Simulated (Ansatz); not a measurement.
A nudged elastic band was laid between two geometries of a periodic cell of 17 atoms, Be16H (host Be, host structure hcp, interstitial H).

Theory: Ansatz, DFT LDA, scalar-relativistic, plane waves, PAW. Settings: cutoff 420 eV, k mesh 4x4x3, gaussian smearing 0.15 eV, no spin polarisation.

- movable images: 7
- climbing image: yes
- spring: 5.0 eV/Å²
- optimiser: fire
- start path: straight line
- force threshold: 0.05 eV/Å
- iteration limit: 24
- end points: relaxed

First end point:

```xyz
17
Lattice="-2.2900 -3.9664 0.0000 3.4350 -1.9832 0.0000 0.0000 0.0000 7.1769" Properties=species:S:1:pos:R:3
Be 0.003 -3.965 -0.037
Be 0.005 -2.525 1.796
Be 0.004 -3.966 3.615
Be 0.004 -2.641 5.389
Be -1.142 -1.979 0.015
Be 2.249 -2.618 1.812
Be -1.139 -1.973 3.608
Be 2.288 -2.641 5.399
Be 1.143 -1.980 0.003
Be 1.045 -0.721 1.796
Be 1.143 -1.980 3.612
Be 1.146 -0.663 5.389
Be 0.000 0.000 0.015
Be 1.263 -4.693 1.802
Be -0.004 -0.007 3.608
Be 1.158 -4.632 5.394
H 0.008 -3.969 1.991
```

Last end point:

Only the atoms that move by more than 0.05 Å are listed.
```
Be2 -0.005 -2.640 1.760
Be3 -0.007 -4.081 3.581
Be6 2.293 -2.632 1.768
Be7 -1.263 -1.913 3.575
Be10 1.145 -0.659 1.764
Be11 1.242 -1.917 3.581
Be14 1.137 -4.633 1.768
Be15 0.039 -0.021 3.565
H17 -0.009 -2.638 3.389
```

(1) What changes between the two ends?

(2) What energy profile does the band end with?

(3) What is the geometry of the highest image?

Answers

(1) Contacts lost: Be10–H17. Contacts made: Be11–H17. The atom that moves furthest is H17, by 1.93 Å.

(2) The run converged. The highest image is number 4 of 0 to 8, 0.73 eV above the ends, which have the same energy within 2 meV. The order of the stationary point at the top wasn't checked. Limits of this set-up: coarse k mesh, odd electron count without spin.

```
image  path coordinate (Å)  energy (eV)  Be10–H17 (Å)  Be11–H17 (Å)
    0                 0.00         0.00          1.46          2.81
    1                 0.27         0.06          1.48          2.62
    2                 0.53         0.28          1.57          2.41
    3                 0.80         0.58          1.74          2.19
    4                 1.07         0.73          1.96          1.96
    5                 1.34         0.58          2.19          1.74
    6                 1.60         0.27          2.41          1.56
    7                 1.87         0.06          2.62          1.48
    8                 2.14         0.00          2.81          1.46
```

(3) 
```xyz
17
Lattice="-2.2900 -3.9664 0.0000 3.4350 -1.9832 0.0000 0.0000 0.0000 7.1769" Properties=species:S:1:pos:R:3
Be -0.008 -3.958 -0.006
Be -0.017 -2.474 1.598
Be 0.015 -4.131 3.778
Be 0.006 -2.647 5.382
Be -1.179 -1.946 -0.044
Be 2.293 -2.601 1.770
Be -1.151 -1.977 3.591
Be 2.278 -2.633 5.367
Be 1.178 -1.959 -0.040
Be 1.146 -0.653 1.793
Be 1.142 -1.986 3.584
Be 1.111 -0.680 5.416
Be 0.010 -0.006 0.010
Be 1.150 -4.629 1.786
Be -0.005 -0.038 3.606
Be 1.178 -4.660 5.420
H 0.001 -3.303 2.688
```

Time of the run: 15 min on 1 thread of Intel(R) Xeon(R) Platinum 8259CL CPU @ 2.50GHz (Skylake/Cascade Lake), on a shared host, peak memory 0.74 GiB.
